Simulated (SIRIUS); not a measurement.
Set up this calculation in SIRIUS 7.12.0, as the native input.

- Task: single point
- Functional: PBEsol
- Potentials or basis: PseudoDojo 0.4.1 PBEsol standard (scalar relativistic)
- Cutoff: 983 eV
- Density cutoff: 3932 eV
- k mesh: 9 × 9 × 9
- Occupations: fermi-dirac, width 0.05 eV
- Spin: no spin polarisation
- Libxc names: ["XC_GGA_X_PBE_SOL", "XC_GGA_C_PBE_SOL"]
- Energy tol: 1e-08 Ha
- Density tol: 1e-06
- Mixer: anderson
- Mixing beta: 0.7
- Max scf: 100
- Radial cutoff for the potentials' integrals: 6.5 bohr

The system is Sn.

```
Sn
1.0
    -2.94014    2.94014    1.59930
     2.94014   -2.94014    1.59930
     2.94014    2.94014   -1.59930
Sn
2
Cartesian
  -0.0709 -0.0015 0.0234
  -0.0164 2.9513 0.7910
```

The cell isn't the ideal one: atoms moved at random, drawn with an rms of 0.05 Å.

The input as run:

sirius.json

```json
{
  "control": {
    "processing_unit": "cpu",
    "verbosity": 2,
    "num_bands_to_print": 22,
    "print_forces": true,
    "print_stress": true
  },
  "parameters": {
    "electronic_structure_method": "pseudopotential",
    "xc_functionals": ["XC_GGA_X_PBE_SOL", "XC_GGA_C_PBE_SOL"],
    "gk_cutoff": 8.5,
    "pw_cutoff": 17.0,
    "ngridk": [9, 9, 9],
    "shiftk": [0, 0, 0],
    "smearing": "fermi_dirac",
    "smearing_width": 0.0018374661,
    "num_bands": 22,
    "num_mag_dims": 0,
    "num_dft_iter": 100,
    "energy_tol": 1e-08,
    "density_tol": 1e-06
  },
  "iterative_solver": {
    "type": "davidson",
    "min_tolerance": 1e-10
  },
  "mixer": {
    "type": "anderson",
    "beta": 0.7,
    "max_history": 8
  },
  "settings": {
    "tol_ne": 1e-10,
    "pseudo_grid_cutoff": 6.5
  },
  "unit_cell": {
    "lattice_vectors": [
      [-5.55606022845, 5.55606022845, 3.02224274959],
      [5.55606022845, -5.55606022845, 3.02224274959],
      [5.55606022845, 5.55606022845, -3.02224274959]
    ],
    "atom_coordinate_units": "lattice",
    "atom_types": ["Sn"],
    "atom_files": {
      "Sn": "Sn.json"
    },
    "atoms": {
      "Sn": [
        [0.007065, -0.00473, -0.012303],
        [0.749188, 0.244509, 0.499105]
      ]
    }
  }
}
```

Potentials or basis: PseudoDojo 0.4.1 PBEsol standard (scalar relativistic).

The run is started by

```sh
$ upf_to_json Sn.upf
$ OMP_NUM_THREADS=4 sirius.scf --input=sirius.json --output=out.json --task=0
```

Results of the run:

The pressure is -1.3 GPa, the largest force is 0.181 eV/Å and the band gap on the k mesh is none (metal or under the smearing width).

Run time: 3.4 min on 4 threads of Intel(R) Xeon(R) Platinum 8259CL CPU @ 2.50GHz (Skylake/Cascade Lake), with other jobs on the host, peak memory 2.5 GiB.
